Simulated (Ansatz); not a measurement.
ZrC under changes of volume

One of the cells (13.228 Å³/atom); the others are scaled copies at fixed shape and fractional positions:

```
CELL_PARAMETERS angstrom
0.00000 2.36500 2.36500
2.36500 0.00000 2.36500
2.36500 2.36500 0.00000
ATOMIC_POSITIONS crystal
Zr 0.50000 0.50000 0.50000
C 0.00000 0.00000 0.00000
```

```yaml
Program: Ansatz 0.2.0
Functional: PBE
Potentials_or_basis: JTH PAW
Cutoff: "990 eV (not typed: the program's choice for these potentials)"
k_mesh: 10 × 10 × 10
Occupations: fermi-dirac, width 0.05 eV
Spin: no spin polarisation
```

| volume (Å³/atom) | energy over the lowest point (meV/atom) | pressure (GPa) |
| --- | --- | --- |
| 12.434 | 21.05 | 11.7 |
| 12.699 | 6.27 | 6.3 |
| 12.963 | 0.00 | 1.4 |
| 13.228 | 1.41 | -3.0 |
| 13.493 | ? | ? |
| 13.757 | 24.32 | -10.6 |
| 14.022 | 44.54 | -13.8 |

**Question.** What does the run at 13.493 Å³/atom give?

**Answer.** Energy over the lowest point 9.74 meV/atom; pressure -7.0 GPa.

Worked out: A Birch-Murnaghan fit of order 3 (a polynomial in V^(-2/3)) to the other rows has its minimum at 13.04 Å³/atom with B0 = V·E''(V) = 222 GPa and B' = 4.1. It gives 9.77 meV/atom at 13.493 Å³/atom, against the run's 9.74, and -dE/dV = -7.0 GPa, against -7.0.

Energies are extrapolated to zero smearing.
